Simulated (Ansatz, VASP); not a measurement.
## Ta in VASP and in Ansatz

```
CELL_PARAMETERS angstrom
2.87752 0.00000 0.00000
-1.43876 2.49200 0.00000
0.00000 0.00000 5.48223
ATOMIC_POSITIONS crystal
Ta 0.00000 0.00000 0.25001
Ta 0.00000 0.00000 0.74999
```

Alike in both runs: functional PBE; k mesh 6 × 6 × 4; occupations gaussian, width 0.1 eV; no spin polarisation.

Ansatz relaxed the structure, and its values are those at the end. VASP's run is a single point on that final structure, the one shown.

```csv
,VASP,Ansatz
version,VASP 6.6.1,Ansatz 0.2.0
potentials or method,"VASP PAW PBE potentials, release 64 (Ta_pv)","scalar-relativistic, plane waves, PAW"
plane-wave cutoff (eV),520,420
valence electrons in the cell,22,26
```

Ansatz gave:

- gap on the k mesh at the Fermi level (eV): none
- pressure (GPa): 0.1

Q: Estimate VASP's values.

A: gap on the k mesh at the Fermi level (eV): none; pressure (GPa): 0.2.

A gap of «none» marks a metal or a gap that the smearing closes. The functional is the same, so the differences come from potentials, cutoffs and numerics. The two sets of potentials don't hold the same shells in valence.

Caveats: the k mesh is coarse (spacing up to 0.42 Å⁻¹), so the values aren't converged. Spin-orbit coupling is left out, which matters for the levels of Ta.
